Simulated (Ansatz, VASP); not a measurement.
**One calculation of AlGaN2, two programs**

```
CELL_PARAMETERS angstrom
3.27105 0.00000 0.00000
0.00000 3.27105 0.00000
0.00000 0.00000 4.49394
ATOMIC_POSITIONS crystal
Al 0.50000 0.50000 0.50000
Ga 0.00000 0.00000 0.00000
N 0.50000 0.00000 0.74005
N 0.00000 0.50000 0.25995
```

Change from the starting cell: strain +0.050 along x and y, +0.025 along z, atoms carried along.

Alike in both runs: task single point; functional LDA; k mesh 8 × 8 × 6; occupations gaussian, width 0.05 eV; no spin polarisation.

|  | VASP | Ansatz |
| --- | --- | --- |
| version | VASP 6.6.1 | Ansatz 0.2.0 |
| potentials or method | VASP PAW LDA potentials, release 64 (Al, Ga_d, N) | scalar-relativistic, plane waves, PAW |
| plane-wave cutoff (eV) | 520 | 420 |
| valence electrons in the cell | 26 | 26 |

Ansatz gave:

| Item | Value |
| --- | --- |
| gap on the k mesh at the Fermi level (eV) | 2.19 |
| least direct gap on the mesh (eV) | 2.19 |
| pressure (GPa) | -19.6 |
| largest component of the traceless stress (GPa) | 2.27 |
| rms of the force components (eV/Å) | 0.011 |

**Question.** What did VASP give for the same quantities?

**Answer.** gap on the k mesh at the Fermi level (eV): 2.20; least direct gap on the mesh (eV): 2.20; pressure (GPa): -19.1; largest component of the traceless stress (GPa): 2.28; rms of the force components (eV/Å): 0.021.

Atom by atom the forces differ by 0.010 eV/Å (rms over components).

Caveats: so large a pressure means that the cell lies far from this level's equilibrium, or that cutoff or potentials fall short (VASP).
